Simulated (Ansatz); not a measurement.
# TaN: stress in a strained cell, part 2 of 2

Aim: deform TaN (zz strain of +2 %) and compute stress, forces and field gradients with LAPW, PAW and all-electron datasets made for the crystal.

Ansatz 0.2.0; DFT PBEsol; a database cell (COD). «Crystal datasets» are all-electron PAW datasets made for this crystal.

## 5. Datasets made for this crystal

input.yaml reads:

```yaml
crystal:
  lattice:
    - [3.0500010905, 0.0, 0.0]
    - [-1.5250005453, 2.641378426, 0.0]
    - [0.0, 0.0, 5.0388]
  atoms:
    - { symbol: Ta, position: [0.3333333333, 0.6666666667, 0.0] }
    - { symbol: Ta, position: [0.6666666667, 0.3333333333, 0.5] }
    - { symbol: "N", position: [0.3333333333, 0.6666666667, 0.385] }
    - { symbol: "N", position: [0.6666666667, 0.3333333333, 0.885] }
kpoints:
  mp_grid: { grid: [9, 9, 5] }
scf:
  occupations: { method: fermi_dirac, width: 0.01 }
hamiltonian:
  xc: pbesol
  pseudopotentials: { kind: all_electron, datasets: crystal }
output:
  forces: true
  stress: true
  eigenvalues: true
  efg: { contact_densities: true }
```

The run is started by

```
$ ansatz run input.yaml --threads 1 --pin off --max-ram 6144MiB --backend cpu --events-out ev --progress --plain --runs-dir out
```

Standard output:

```text
hamiltonian.pseudopotentials.datasets: crystal makes datasets for this crystal and solves the spheres of its atoms anew in each pass: cutoff 560.0 eV, the density's 2240.0 eV; for an error of 0.50 meV an atom under PBE, 2.0 meV for the cell; an energy difference from a run of another recipe may be off by several times the error for the cell, under r2SCAN by more, where some 0.1 meV an atom stays at smaller errors; N in spheres of 0.778 Å, 5 of its electrons in bands; Ta in spheres of 1.074 Å, 27 of its electrons in bands
band count auto-derived: 43 (N_el = 64.0; filled up to band 32; 39 by the electrons, moments and atoms)
Ta: output.efg is read without spin–orbit coupling, which moves field gradients at and beside such atoms by some per cent and up to a factor of two; PAW files take it under magnetization.noncollinear and magnetization.spin_orbit
Engine: ansatz 0.2.0
Pseudopotentials: kind: all_electron
Pseudopotential: Ta, paw, valence charge 27, recommended cutoff 560 eV (normal), Koelling and Harmon's equation, gaussian nucleus
Pseudopotential: N, paw, valence charge 5, recommended cutoff 560 eV (normal), Koelling and Harmon's equation, gaussian nucleus
Functional definition: PBEsol
  exchange = pbesol_x
  correlation = pbesol_c
Crystal: 4 atoms, lattice volume = 40.594 Å³
Basis set: ecut = 560 eV, 1225 PW (Γ), exchange–correlation on 48×48×80 points (8 copies of the dense FFT grid, shifted against one another)
Bands: 43, of which v1, the nominal top of the filled ones, is band 32 counted from 1 (31 counted from 0)
Symmetry: 12 space group operations
Space group: P63mc (ITA 186), of the structure as read, at distance tolerance 3.4e-5 Å
k-points: 36 of 405 (time reversal used)
Non-local potential: Ta, projectors of the file, l = 0: 2, l = 1: 2, l = 2: 1, l = 3: 2
Non-local potential: N, projectors of the file, l = 0: 1, l = 1: 1
PAW form: soft (Blöchl's): semilocal exchange-correlation on the pseudo side does not see the compensation charge
PAW one-centre angular grid: Ta, 590 points (default); XC on its mesh's 1741 points in the sphere
PAW one-centre angular grid: N, 110 points (default); XC on its mesh's 1873 points in the sphere
Initial density: superposition of atomic densities (neutral atoms: chi_scale 0, normalization atom)
Initial wavefunctions: pseudopotential atomic-orbital guess
Functional: x = pbesol(κ = 0.804, μ = 0.12345679012345678), c = pbesol(β = 0.046)
iter 1 solved again at ethr=3.53e-2 eV; its pass at ethr=1.00e-1 eV (dr2=2.26e1 eV) is discarded
SCF iter   1: F=—  HF=-851861.396911 eV  |F-HF|=—  |Δ(HF+E_count)|=         —  Δρ=2.37e-1  dr2=2.27e1  ethr=3.53e-2  ⟨swp⟩=2.0  Hψ=7517  notcnv=0
preconditioner: auto → Kerker (q_TF=auto, 2.943 Å⁻¹)  [metal: Δε(μ)=0.029 eV  Ē_g=24.467 eV  σ=0.010 eV  W_gap=0.46  n_scr=22 (ndim 8)  ℏωp=45.1 eV  f_vac=0.000  D(μ)=4.14/eV (n_scr^D=42)]
SCF iter   2: F=—  HF=-851855.967269 eV  |F-HF|=—  |Δ(HF+E_count)|=    5.43e0  Δρ=7.45e-2  dr2=2.46e0  ethr=3.53e-2  ⟨swp⟩=3.0  Hψ=3338  notcnv=0
iter 3 solved again at ethr=2.82e-4 eV; its pass at ethr=3.84e-3 eV (dr2=1.80e-1 eV) is discarded
SCF iter   3: F=—  HF=-851855.289186 eV  |F-HF|=—  |Δ(HF+E_count)|=   6.78e-1  Δρ=3.21e-2  dr2=1.80e-1  ethr=2.82e-4  ⟨swp⟩=2.3  Hψ=6832  notcnv=0  defer=2
SCF iter   4: F=—  HF=-851855.274489 eV  |F-HF|=—  |Δ(HF+E_count)|=   1.47e-2  Δρ=9.74e-3  dr2=2.09e-2  ethr=2.81e-4  ⟨swp⟩=3.1  Hψ=3491  notcnv=0  defer=3
SCF iter   5: F=—  HF=-851855.256368 eV  |F-HF|=—  |Δ(HF+E_count)|=   1.81e-2  Δρ=3.13e-3  dr2=4.20e-3  ethr=3.26e-5  ⟨swp⟩=3.2  Hψ=4234  notcnv=0  defer=5
SCF iter   6: F=—  HF=-851855.257384 eV  |F-HF|=—  |Δ(HF+E_count)|=   1.02e-3  Δρ=1.10e-3  dr2=4.04e-4  ethr=6.56e-6  ⟨swp⟩=3.1  Hψ=3207  notcnv=0  defer=7
SCF iter   7: F=—  HF=-851855.257322 eV  |F-HF|=—  |Δ(HF+E_count)|=   6.20e-5  Δρ=4.87e-4  dr2=9.41e-5  ethr=6.32e-7  ⟨swp⟩=2.4  Hψ=3248  notcnv=0  defer=2
SCF iter   8: F=—  HF=-851855.257253 eV  |F-HF|=—  |Δ(HF+E_count)|=   6.86e-5  Δρ=9.38e-5  dr2=4.33e-6  ethr=1.47e-7  ⟨swp⟩=3.0  Hψ=2836  notcnv=0  defer=1
SCF iter   9: F=—  HF=-851855.257252 eV  |F-HF|=—  |Δ(HF+E_count)|=   1.49e-6  Δρ=2.71e-5  dr2=2.45e-7  ethr=6.77e-9  ⟨swp⟩=3.0  Hψ=3481  notcnv=0  defer=1
SCF iter  10: F=-851855.257252 eV  HF=-851855.257252 eV  |F-HF|=8.61e-9  |Δ(HF+E_count)|=   4.19e-8  Δρ=6.04e-6  dr2=1.36e-8  ethr=3.83e-10  ⟨swp⟩=2.1  Hψ=2722  notcnv=0
SCF 1 converged in 10 iterations: F = -851855.257251 eV  dr2 = 1.36e-8
  Residual-converged pass: ⟨swp⟩=3.3  Hψ=3291  notcnv=0  max |occ|·‖R‖ = 6.6e-6 eV (tolerance 6.7e-6 eV)  dr2=1.35e-8  dr2_onsite=1.12e-8  max |Δocc| = 1.2e-9
SCF converged after 10 iterations
Free energy (F): -851855.257251 eV
Harris-Foulkes:  -851855.257251 eV  (|F-HF|=8.61e-9)
Internal energy: -851855.256142 eV  (E = F + TS)
E sigma→0 (E₀):  -851855.256697 eV
Entropy (-TS):   -0.001109 eV (-0.277 meV/atom)
Past the cutoff: the bands carry plane waves up to 1.75 times it, of which those up to 1.5 times it add -0.000233 eV an atom, each by itself; the spheres take 0.000243 eV an atom off the energy for waves past 1.75 times it
By the cutoff:   a pressure is off by up to 0.009 GPa (1.2 times the spheres' own share and the shells' term, over an atom's volume, and 0.004 GPa: a bound that held against runs at twice the plane waves)
Past the cutoffs: a stress includes 0.0021 GPa for waves and charges beyond them, in addition to the slope of what the spheres take
In the spheres:  the bands' charges fall short by 5.7e-7 e at most (sound up to 1e-3)
Fermi energy:    27.614046 eV
--- Per-component energies (eV) ---
  The terms above E_closure are by the made datasets' own strengths, without shells solved beside the bands.
--- Forces (eV/Å), atoms counted from 1 ---
  atom   1  Ta    -0.00000000    -0.00000000     3.18488085
  atom   2  Ta     0.00000000     0.00000000     3.18488085
  atom   3  N     -0.00000000    -0.00000000    -3.18483942
  atom   4  N      0.00000000     0.00000000    -3.18483942
  max |Σ_I F_I| component: 8.29e-5 eV/Å
--- Stress (GPa, compression-positive) ---
      122.212889      -0.000000      -0.000000
        0.000000     122.212889       0.000000
       -0.000000       0.000000      90.597247
  P = ⅓ Tr σ = 111.6743 GPa (1116.743 kbar)
--- PAW observables at the nuclei: V_zz in 10²¹ V/m², potentials from the cell's mean, atoms counted from 1 ---
  atom   1  Ta V_zz =   +13.520810   η = 0.0000   by run symmetry: allowed
            electrostatic potential = -14500.886058 V   contact ρ = 8140241.287043 e/Å³
  atom   2  Ta V_zz =   +13.520810   η = 0.0000   by run symmetry: allowed
            electrostatic potential = -14500.886058 V   contact ρ = 8140241.287043 e/Å³
  atom   3  N  V_zz =    +0.941863   η = 0.0000   by run symmetry: allowed
            electrostatic potential = -530.511524 V   contact ρ = 1405.222687 e/Å³
  atom   4  N  V_zz =    +0.941863   η = 0.0000   by run symmetry: allowed
            electrostatic potential = -530.511524 V   contact ρ = 1405.222687 e/Å³
--- Band table (eV; the first three rows and the last of 36) ---
  k-point 0: bands = ["-40.8232", "-40.7444", "-8.4286", "-7.4543", "-7.4543", "-7.2933", "-7.2933", "-7.2210", "7.0339", "7.3785", "7.5946", "7.6236", "7.6236", "7.6246", "7.6246", "7.6492", "7.6544", "7.6544", "7.6822", "7.6822", "7.6932", "7.6951", "9.0692", "10.3014", "18.9578", "18.9578", "19.1699", "19.8225", "19.8225", "19.9268", "26.8925", "26.8925", "27.2262", "29.7934", "30.1811", "30.1811", "32.0987", "33.0530", "34.0814"]
  k-point 1: bands = ["-40.8157", "-40.7520", "-8.3240", "-7.4391", "-7.4391", "-7.3489", "-7.3088", "-7.3088", "7.0976", "7.3624", "7.5995", "7.6196", "7.6196", "7.6204", "7.6204", "7.6436", "7.6622", "7.6622", "7.6831", "7.6831", "7.6934", "7.6949", "9.2287", "10.2502", "18.9367", "19.0127", "19.0127", "19.4989", "19.7082", "19.7082", "27.2358", "27.2358", "27.7557", "30.0640", "30.0640", "30.1632", "32.5042", "33.1016", "33.9614"]
  k-point 2: bands = ["-40.7961", "-40.7718", "-8.0407", "-7.6694", "-7.3991", "-7.3991", "-7.3494", "-7.3494", "7.2183", "7.3114", "7.6126", "7.6144", "7.6144", "7.6152", "7.6152", "7.6295", "7.6745", "7.6745", "7.6820", "7.6820", "7.6938", "7.6945", "9.6315", "10.0372", "18.6350", "18.8227", "19.1818", "19.1818", "19.4451", "19.4451", "28.1630", "28.1630", "28.8804", "29.3267", "29.3267", "29.9173", "33.5398", "33.8995", "34.4341"]
  k-point 35: bands = ["-40.7168", "-40.7168", "-8.4125", "-8.4125", "-8.0184", "-7.9212", "-7.4989", "-7.4989", "7.5393", "7.5393", "7.6072", "7.6072", "7.6351", "7.6351", "7.6390", "7.6430", "7.6516", "7.6516", "7.6599", "7.6604", "7.6604", "7.6608", "11.2127", "11.2127", "19.1028", "19.1028", "19.6218", "20.4401", "21.5976", "21.5976", "25.3696", "25.8254", "28.7747", "28.7747", "30.3002", "30.7288", "32.2925", "32.2925", "35.1608"]
```

It took 46 s on 1 thread of Arm Neoverse V2, shared host; peak memory 0.87 GiB.

Result: pressure 111.67 GPa; no gap; largest force 3.185 eV/Å; Vzz Ta1 13.52 (η = 0.00), N3 0.94 (η = 0.00) (10²¹ V/m²).

## 6. Stress and forces compared

Stress (GPa, compression positive):

```tsv
method	xx	yy	zz	yz	xz	xy
LAPW	122.22	122.22	90.60	0.00	0.00	0.00
PAW	124.55	124.55	92.45	0.00	0.00	0.00
crystal datasets	122.21	122.21	90.60	0.00	0.00	0.00
```

Forces (eV/Å):

```tsv
atom	LAPW x	LAPW y	LAPW z	PAW x	PAW y	PAW z	crystal datasets x	crystal datasets y	crystal datasets z
Ta1	0.000	0.000	3.185	0.000	0.000	3.227	0.000	0.000	3.185
Ta2	0.000	0.000	3.185	0.000	0.000	3.227	0.000	0.000	3.185
N3	0.000	0.000	-3.185	0.000	0.000	-3.227	0.000	0.000	-3.185
N4	0.000	0.000	-3.185	0.000	0.000	-3.227	0.000	0.000	-3.185
```

```
          method  pressure (GPa)  largest force (eV/Å)  Vzz Ta1 (10²¹ V/m²)  Vzz N3 (10²¹ V/m²)  SCF cycles, all passes
            LAPW          111.68                 3.185                    –                   –                       9
             PAW          113.85                 3.227                14.73                0.95                       7
crystal datasets          111.67                 3.185                13.52                0.94                      10
```

## 7. What came out

The summary covers parts 1 to 2.

| quantity | value |
| --- | --- |
| pressure | LAPW 111.68, PAW 113.85, crystal datasets 111.67 GPa |
| largest shear or deviatoric stress (LAPW) | 21.08 GPa |

The largest part of the stress beyond the pressure is 21.08 GPa in size, in the zz component; the atoms are carried along and not relaxed. No run of the undeformed cell stands beside it, so the pressure holds what the given cell had before the change. PAW: stress within 2.34 GPa of LAPW, forces within 43 meV/Å. Crystal datasets: stress within 0.01 GPa of LAPW, forces within 1 meV/Å. Spin-orbit coupling is left out, though the cell holds Ta; in elements this heavy it can shift bands and gaps by tenths of an eV.
